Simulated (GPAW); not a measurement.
# Ge (Fd-3m) in GPAW: equation of state

Aim: energy against volume of Ge in PBEsol, for its equilibrium volume and stiffness.

Everything below comes from runs of GPAW 26.7.0. Logs are shortened: lines on timing, memory, paths and dates and some standing lists are left out, and cuts for length are marked. The log counts tension as positive stress, the text compression.

**Experimental background.**

From “Sub-monolayer structures of Ag overlayers on Ge(111): experimental observations and first-principles study”, 2019, arxiv:1908.00180, for a bulk crystal of Ge: bulk modulus 75.8 GPa.

The results are compared with them further down.

## (1) Starting point

The structure is cubic, space group Fd-3m (No. 227). Conventional cell: a = 5.658 Å, b = 5.658 Å, c = 5.658 Å, α = 90.00°, β = 90.00°, γ = 90.00°. Ge (site symmetry -43m) is surrounded by 4 Ge at 2.45 Å.

## (2) Equation of state, PBEsol

The input, run.py:

```python
from ase import Atoms
from ase.eos import EquationOfState
from ase.io import Trajectory
from ase.units import GPa
from gpaw import GPAW, PW, setup_paths

setup_paths.insert(0, '.')

atoms = Atoms(['Ge', 'Ge'],
              cell=[[0.0, 2.82891, 2.82891],
                    [2.82891, 0.0, 2.82891],
                    [2.82891, 2.82891, 0.0]],
              scaled_positions=[[0.75, 0.75, 0.75],
                                [0.5, 0.5, 0.5]],
              pbc=True)

traj = Trajectory('eos.traj', 'w')
volumes, energies = [], []
for x in [0.94, 0.96, 0.98, 1.0, 1.02, 1.04, 1.06]:
    a = atoms.copy()
    a.set_cell(atoms.cell * x**(1 / 3), scale_atoms=True)
    calc = GPAW(mode=PW(600),
                xc='PBEsol',
                kpts={'size': (8, 8, 8), 'gamma': True},
                occupations={'name': 'fermi-dirac', 'width': 0.05},
                nbands=11,
                convergence={'density': 1e-05, 'energy': 1e-05},
                maxiter=150,
                txt=f'eos-{x:.2f}.txt')
    a.calc = calc
    energies.append(a.get_potential_energy(force_consistent=True))
    volumes.append(a.get_volume())
    p = -a.get_stress()[:3].mean() / GPa
    calc.write(f'eos-{x:.2f}.gpw')
    traj.write(a)
    print(f'{x:.2f} {volumes[-1]:10.4f} A^3 {energies[-1]:14.6f} eV {p:9.3f} GPa', flush=True)

v0, e0, B = EquationOfState(volumes, energies, eos='birchmurnaghan').fit()
print(f'V0 = {v0:.4f} A^3, E0 = {e0:.6f} eV, B0 = {B / GPa:.2f} GPa')
```

Potentials or basis: PAW data sets generated in the run's folder for this functional, pw.

Command:

```console
$ gpaw-setup -f PBEsol Ge
$ OMP_NUM_THREADS=1 python run.py
```

Output:

```text
__  _  _
 | _ |_)|_||  |
 |__||  | ||/\| - 26.7.0

Input parameters:
  mode=PW(ecut=600.0),
  convergence={'density': 1e-05, 'energy': 1e-05},
  kpts=MonkhorstPack(size=(8, 8, 8), gamma=True),
  maxiter=150,
  nbands=11,
  occupations=Occupations(name='fermi-dirac', width=0.05),
  xc=XC(name='PBEsol')

Diagonalizing LCAO Hamiltonian
Converting LCAO to pw mode

           Ge

       Ge

Atoms  # Å, Bohr magnetons
|   | symbol |        x |        y |        z |    initial magnetic moments |
|---|--------|----------|----------|----------|-----------------------------|
| 0 |     Ge | 4.156741 | 4.156741 | 4.156741 | ( 0.0000,  0.0000,  0.0000) |
| 1 |     Ge | 2.771161 | 2.771161 | 2.771161 | ( 0.0000,  0.0000,  0.0000) |

Unit cell  # Å
| periodic |        x |        y |        z |  lengths |    angles |
|----------|----------|----------|----------|----------|-----------|
|      yes | 0.000000 | 2.771161 | 2.771161 | 3.919013 | 60.000000 |
|      yes | 2.771161 | 0.000000 | 2.771161 | 3.919013 | 60.000000 |
|      yes | 2.771161 | 2.771161 | 0.000000 | 3.919013 | 60.000000 |

Number of symmetries: 24
Symmetry operations  # r_c * U_cc + t_c -> r_c
|    | kind |            matrix            |
|----|------|------------------------------|
|  0 |  E   |  1, 0, 0,  0, 1, 0,  0, 0, 1 |
|  1 |  σ   |  1, 0, 0,  0, 0, 1,  0, 1, 0 |
|  2 |  σ   |  1, 0,-1,  0, 1,-1,  0, 0,-1 |
|  3 |  C3  |  1, 0,-1,  0, 0,-1,  0, 1,-1 |
|  4 |  C3  |  1,-1, 0,  0,-1, 1,  0,-1, 0 |
|  5 |  σ   |  1,-1, 0,  0,-1, 0,  0,-1, 1 |
|  6 |  σ   |  0, 1, 0,  1, 0, 0,  0, 0, 1 |
|  7 |  C3  |  0, 1, 0,  0, 0, 1,  1, 0, 0 |
|  8 |  C2  |  0, 1,-1,  1, 0,-1,  0, 0,-1 |
|  9 |  S4  |  0, 1,-1,  0, 0,-1,  1, 0,-1 |
| 10 |  C3  |  0, 0, 1,  1, 0, 0,  0, 1, 0 |
| 11 |  σ   |  0, 0, 1,  0, 1, 0,  1, 0, 0 |
| 12 |  S4  |  0, 0,-1,  1, 0,-1,  0, 1,-1 |
| 13 |  C3  |  0, 0,-1,  0, 1,-1,  1, 0,-1 |
| 14 |  S4  |  0,-1, 1,  1,-1, 0,  0,-1, 0 |
| 15 |  C2  |  0,-1, 1,  0,-1, 0,  1,-1, 0 |
| 16 |  C3  |  0,-1, 0,  1,-1, 0,  0,-1, 1 |
| 17 |  S4  |  0,-1, 0,  0,-1, 1,  1,-1, 0 |
| 18 |  S4  | -1, 1, 0, -1, 0, 1, -1, 0, 0 |
| 19 |  C3  | -1, 1, 0, -1, 0, 0, -1, 0, 1 |
| 20 |  C3  | -1, 0, 1, -1, 1, 0, -1, 0, 0 |
| 21 |  S4  | -1, 0, 1, -1, 0, 0, -1, 1, 0 |
| 22 |  σ   | -1, 0, 0, -1, 1, 0, -1, 0, 1 |
| 23 |  C2  | -1, 0, 0, -1, 0, 1, -1, 1, 0 |

BZ-sampling:
  Number of BZ points: 512
  Number of IBZ points: 29

  Monkhorst-Pack size: [8, 8, 8]
  Monkhorst-Pack shift: [0.0625, 0.0625, 0.0625]

K-points  # in reciprocal-cell coordinates
|     |                                coordinates |     weight |
|-----|--------------------------------------------|------------|
|   0 | (  0.00000000,   0.00000000,   0.00000000) | 0.00195312 |
|   1 | (  0.12500000,   0.12500000,   0.00000000) | 0.01171875 |
|   2 | (  0.12500000,   0.12500000,   0.12500000) | 0.01562500 |
|   3 | (  0.25000000,   0.12500000,   0.12500000) | 0.02343750 |
|   4 | (  0.25000000,   0.25000000,   0.00000000) | 0.01171875 |
|   5 | (  0.25000000,   0.25000000,   0.12500000) | 0.04687500 |
|   6 | (  0.25000000,   0.25000000,   0.25000000) | 0.01562500 |
|   7 | (  0.37500000,   0.25000000,  -0.37500000) | 0.04687500 |
|   8 | (  0.37500000,   0.25000000,   0.12500000) | 0.04687500 |
|   9 | (  0.37500000,   0.25000000,   0.25000000) | 0.04687500 |
| ... |                                            |            |
|  28 | (  0.50000000,   0.50000000,   0.50000000) | 0.00781250 |

Plane wave coefficients: 1433
Cutoff: 600.0 eV

Spin-components: 1 (collinear spins)
Bands:           11
Projectors:      10
Spin-degeneracy: 2
Datatype:        complex128

Parallelization:
  kpt:    1
  domain: 1
  band:   1

Density:
  Valence electrons: 8.0
  Components: 1
  Grid points: [24 24 24]
  Charge: 0.0  # |e|

Potential:
  Grid points: [24 24 24]

species:
  Ge:
    name:    Germanium
    Z:       32.0
    valence: 4
    core:    28
    charge:  0.0  # [|e|]
    compensation charges:
      type: gauss
      rc: 0.32  # [Å]
      lmax: 2
    cutoffs:
      filter: 1.77  # [Å]
      core: 3.42  # [Å]
    projectors
    | kind |    occ | energy [eV] | rcut [Å] |
    |------|--------|-------------|----------|
    |   4s |  2.000 |     -11.738 |    1.005 |
    |   4p |  2.000 |      -3.898 |    1.005 |
    |    s |        |      15.473 |    1.005 |
    |    p |        |      23.314 |    1.005 |
    |    d |        |       0.000 |    1.005 |

    Using partial waves for Ge as LCAO basis

Reference energy: -114111.519876  # eV

eigensolver:
  PPCG
  Converge bands: occupied
  niter=2

density mixing:
  MSR1-Mixer
  Pratt-step length: 0.05
  Maximum mixing coefficient: 0.75
  Old densities: 10
  SVD Regularization: 0.005
  Good broyden scale: 1.0
  Trust region scale: 1.0
  Backstep threshold: 4.0
  History deletion threshold: 6.0
  Fourier metric: weight=20.0, sigma=0.015

occupation numbers:
  Fermi-Dirac:
    width: 0.0500  # eV

poisson solver:
  ecut: 4800.0  # eV

xc functional:
  name: PBEsol with 2 nearest neighbor stencil

convergence criteria:
- Maximum integral of absolute [dens]ity change: 1e-05 electrons / valence electron
- Maximum [total energy] change in last 3 cyles: 1e-05 eV / valence electron
- Maximum integral of absolute [eigenst]ate change: 4e-08 eV^2 / valence electron
maximum number of iterations: 150

SCF iterations
|iter     | |      energy | eigst |  dens |
|---------|-|-------------|-------|-------|
|iter:   1| |   -9.863576 | -0.46 |       |
|iter:   2| |   -9.855100 | -2.72 | -0.90 |
|iter:   3| |   -9.784545 | -2.47 | -0.93 |
|iter:   4| |   -9.782661 | -3.40 | -1.56 |
|iter:   5| |   -9.782671 | -5.19 | -2.48 |
|iter:   6| |   -9.782673c| -6.62 | -3.31 |
|iter:   7| |   -9.782673c| -7.79c| -3.78 |
|iter:   8| |   -9.782673c| -8.37c| -4.98 |
|iter:   9| |   -9.782673c| -9.36c| -5.65c|

Converged in 9 steps
Energy contributions relative to reference atoms: (reference = -114111.519876)

Energy contributions:
  Kinetic:          33.269067
  Coulomb:         -29.301769
  Zero:             -0.002050
  External:          0.000000
  Xc:              -13.747786
  Entropy:          -0.000270
  Spinorbit:         0.000000
  ----------------------------
  Free energy:      -9.782808
  Extrapolated:     -9.782673

dipole moment: (3.741036, 3.741036, 3.741036)  # |e|*Ang

Fermi level: 6.682
Eigenvalues  # (at kpt = [0.000, 0.000, 0.000])
| band index |      eig [eV] | occ [0-2] |
|------------|---------------|-----------|
|          0 |        -6.736 |     2.000 |
|          1 |         6.534 |     1.903 |
|          2 |         6.534 |     1.903 |
|          3 |         6.534 |     1.903 |
|          4 |         7.162 |     0.000 |
|          5 |         9.093 |     0.000 |
|          6 |         9.093 |     0.000 |
|          7 |         9.093 |     0.000 |
|          8 |        12.936 |     0.000 |
|          9 |        16.070 |     0.000 |
|         10 |        16.072 |     0.000 |

Gap: 0.338 eV
Transition (v -> c):
  (s=0, k=0, n=3, [0.00, 0.00, 0.00]) -> (s=0, k=28, n=4, [0.50, 0.50, 0.50])
Direct/indirect transitions are different
Direct gap: 0.629 eV
Transition at: (s=0, k=0, n=3, [0.00, 0.00, 0.00])

Stress tensor  # eV/Ang^3
|         x |         y |         z |
|-----------|-----------|-----------|
| -0.038489 | -0.000000 |  0.000000 |
| -0.000000 | -0.038489 | -0.000000 |
|  0.000000 | -0.000000 | -0.038489 |

# Writing to eos-0.94.gpw (mode='')
```

Wall time 70 s (1 thread of Arm Neoverse V1, shared host); peak memory 0.24 GiB.

Results:

| Property | Result |
| --- | --- |
| Equilibrium volume | 22.96 Å³/atom |
| Bulk modulus | 67 GPa |
| Pressure derivative of the bulk modulus | 5.0 (rough: it moves with the points fitted) |

Energy against volume, from the lowest point:
```csv
volume (Å³/atom),energy (meV/atom)
21.281,29.82
21.733,15.13
22.186,5.68
22.639,0.84
23.092,0.00
23.545,2.79
23.997,8.86
```

## (3) Against experiment

Step 2. Against the measured bulk modulus of Ge, 75.8 GPa (quoted in “Sub-monolayer structures of Ag overlayers on Ge(111): experimental observations and first-principles study”, 2019, arxiv:1908.00180), the calculated 67 GPa is off by -11.4 %. The fit is for a static lattice scaled at fixed shape and fixed fractional positions. The cell as given is a measured one (22.64 Å³/atom); PBEsol puts the equilibrium volume +1.4 % from it, thermal expansion not counted.
